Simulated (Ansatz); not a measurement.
**LiH**

**The experiment.** The Crystallography Open Database holds a cell as deposited of cubic LiH (space group Fm-3m), temperature not stated (2007, doi:10.1107/S0108768106046465): a = 4.074 Å, 8.45 Å³/atom.

Computed with Ansatz (plane waves, PAW, 420 eV cutoff): PBEsol, scalar-relativistic, no spin polarisation, 14×14×14 k-mesh, Gaussian smearing of 0.05 eV; PAW files: Ansatz's generated set soft_2.

Space group Fm-3m (No. 225). a = 3.980 Å, b = 3.980 Å, c = 3.980 Å, α = 90.00°, β = 90.00°, γ = 90.00°
| atom | site | symmetry | x | y | z |
| --- | --- | --- | --- | --- | --- |
| Li | 4a | m-3m | 0.0000 | 0.0000 | 0.0000 |
| H | 4b | m-3m | 0.5000 | 0.0000 | 0.0000 |

The chain of runs began from a cell as deposited in COD, expanded in volume.

The cell above was scaled in volume, its shape and atoms being fixed by the lattice's symmetry. Energies are counted from the cell above.

The cell is relaxed to zero pressure at this level.

```json
{"V (Å³/atom)": "7.565", "ΔE (meV/atom)": "1.54", "P from the stress (GPa)": "1.62"}
{"V (Å³/atom)": "7.723", "ΔE (meV/atom)": "0.37", "P from the stress (GPa)": "0.77"}
{"V (Å³/atom)": "7.880", "ΔE (meV/atom)": "0.00", "P from the stress (GPa)": "0.00"}
{"V (Å³/atom)": "8.038", "ΔE (meV/atom)": "0.35", "P from the stress (GPa)": "-0.71"}
{"V (Å³/atom)": "8.195", "ΔE (meV/atom)": "1.38", "P from the stress (GPa)": "-1.36"}
```

Do the energies and the pressures agree? Compare −ΔE/ΔV between neighbouring points (1 meV/Å³ = 0.1602 GPa) with the mean of their pressures.

```
interval (Å³/atom)  −ΔE/ΔV (GPa)  mean P (GPa)
      7.56 to 7.72           1.2           1.2
      7.72 to 7.88           0.4           0.4
      7.88 to 8.04          -0.4          -0.4
      8.04 to 8.20          -1.0          -1.0
```
They differ by 0.01 GPa at most.

What do the two routes give for V0, B0 and B0′?

A third-order Birch–Murnaghan fit of the energies: V0 = 7.88 Å³/atom, B0 = 37 GPa, B0′ = 3.0. A polynomial of P in ln V, with B = −dP/d ln V at P = 0: V0 = 7.88 Å³/atom, B0 = 37 GPa, B0′ = 3.3.

B0·V0 = 37.1 GPa × 7.88 Å³ = 1.82 eV/atom sets the scale: near the minimum ΔE ≈ ½ B0 V0 x², with x = V/V0 − 1, and a pressure of 0.4 GPa squeezes the volume by about 1 %. At the ends of the curve: x = −4.0 % predicts 1.5 meV/atom and the run gives 1.5; x = +4.0 % predicts 1.5 meV/atom and the run gives 1.4. The lopsidedness is anharmonic: atoms resist being pushed together more than being pulled apart.

**Comparison.** The computed cell (3.980 Å, 7.88 Å³/atom) differs from the database's by −6.7 % in volume, about −2.3 % in length. That is a large miss for PBEsol, or the entry is off.

The volume deficit probably says more about nuclear motion than about a faulty database entry, whose lattice parameter is close to the well-established one for LiH. The computed curve describes a static lattice, whereas both nuclei here are very light and their zero-point energy is large. Because the phonons soften as the cell expands, that energy pushes the equilibrium volume outwards, and thermal expansion adds to it. The known contraction of the lattice on replacing hydrogen with deuterium shows the same effect. A static cell smaller than the measured one is therefore expected, and the gap can't be read directly as the error of PBEsol.

The modest bulk modulus of 37 GPa fits a salt of singly charged ions, in which the diffuse, easily compressed hydride ion offers little resistance to pressure. With a lattice this soft, even a moderate vibrational pressure produces a visible expansion. Vibrations should also lower the stiffness, so the static modulus is probably an upper estimate of the measured one.
